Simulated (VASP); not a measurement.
Set up this calculation in VASP 6.6.1, as the native input.

```yaml
Task: band structure
Functional: PBE
Potentials_or_basis: VASP PAW PBE potentials, release 64 (Rb_sv, Br)
Cutoff: 520 eV
k_mesh: 8 × 8 × 8
Occupations: gaussian, width 0.03 eV
Spin: no spin polarisation
Further_INCAR_settings: ALGO = Normal; EDIFF = 1e-06; NBANDS = 15
```

The structure of RbBr lies in POSCAR:

```
RbBr                                    
1.0
    0.0000000000      3.4260584454      3.4260584454
    3.4260584454      0.0000000000      3.4260584454
    3.4260584454      3.4260584454     -0.0000000000
  Rb              Br            
     1     1
Direct
     1.0000000000000000    0.0000000000000000    0.0000000000000000
     0.5000000000000000    0.5000000000000000    0.5000000000000000
```

One way to write it, as run:

INCAR

```
SYSTEM = RbBr
PREC = Accurate
ENCUT = 520
EDIFF = 1E-6
ISMEAR = 0
SIGMA = 0.03
LREAL = .FALSE.
LASPH = .TRUE.
NELM = 80
ALGO = Normal
ISIF = 2
LWAVE = .FALSE.
LCHARG = .FALSE.
GGA = PE
NBANDS = 15
```

KPOINTS

```
Automatic mesh
0
G
  8 8 8
  0 0 0
```

KPOINTS_OPT

```
explicit points
302
Reciprocal
 0.0000000000  0.0000000000  0.0000000000 1
 0.0263157895  0.0000000000  0.0263157895 1
 0.0526315789  0.0000000000  0.0526315789 1
 0.0789473684  0.0000000000  0.0789473684 1
 0.1052631579  0.0000000000  0.1052631579 1
 0.1315789474  0.0000000000  0.1315789474 1
[... 294 lines left out ...]
 0.4865014400  0.0134985600  0.5000000000 1
 0.5134985600 -0.0134985600  0.5000000000 1
```

Potentials or basis: VASP PAW PBE potentials, release 64 (Rb_sv, Br).

Launch:

```sh
$ cat potpaw_PBE.64/Rb_sv/POTCAR potpaw_PBE.64/Br/POTCAR > POTCAR
$ mpirun -np 1 vasp_std > vasp.out
```

It gave:

The pressure is 1.0 GPa and the band gap on the k mesh is 4.36 eV, direct. The band gap along the path is 4.36 eV, direct.

Run time: 4.7 min on 1 thread of AMD EPYC 7R43 64-Core Processor (Zen 3), on a shared host, peak memory 0.19 GiB.
